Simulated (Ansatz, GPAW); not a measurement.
Co: 3 runs at one level of theory

```
CELL_PARAMETERS angstrom
2.47200 0.00000 0.00000
-1.23600 2.14081 0.00000
0.00000 0.00000 4.02114
ATOMIC_POSITIONS crystal
Co 0.66667 0.33333 0.75000
Co 0.33333 0.66667 0.25000
```

Alike in all runs: task band structure; functional BLYP; k mesh 12 × 12 × 7; occupations fermi-dirac, width 0.05 eV; collinear spin, ferromagnetic start; no spin-orbit coupling. Pressure is positive in compression and, in plane waves, holds the error of the finite cutoff, which Ansatz's Pulay term estimates and takes out.

```
                           program and potentials  plane-wave cutoff (eV)                                                                                                                            notes  pressure (GPa)  net moment per atom (μB)
                               Ansatz, Ansatz PAW                     420  potentials made for PBE, which Ansatz adapts in part; 17 valence electrons an atom on average; Pulay term of +0.22 GPa included           14.04                      1.57
   Ansatz, all-electron LAPW, scalar-relativistic                       -                                                                                                                                -           13.88                      1.57
GPAW, PAW data sets generated for this functional                     600                                                                                           9 valence electrons an atom on average           13.89                      1.57
```

The pressure spans 13.88 (Ansatz, all-electron LAPW, scalar-relativistic) to 14.04 GPa (Ansatz, Ansatz PAW), with all-electron results at 13.88. All agree on the net moment per atom. Some sets were made for another functional than the one run, which can shift their rows. The cell lies far from this level's equilibrium. The state is the one that the start led to, which needn't be the lowest.

Differences between rows come from potentials, basis sets and numerical settings, since the functional is the same but for its coding. Runs on potential files found faulty are left out.
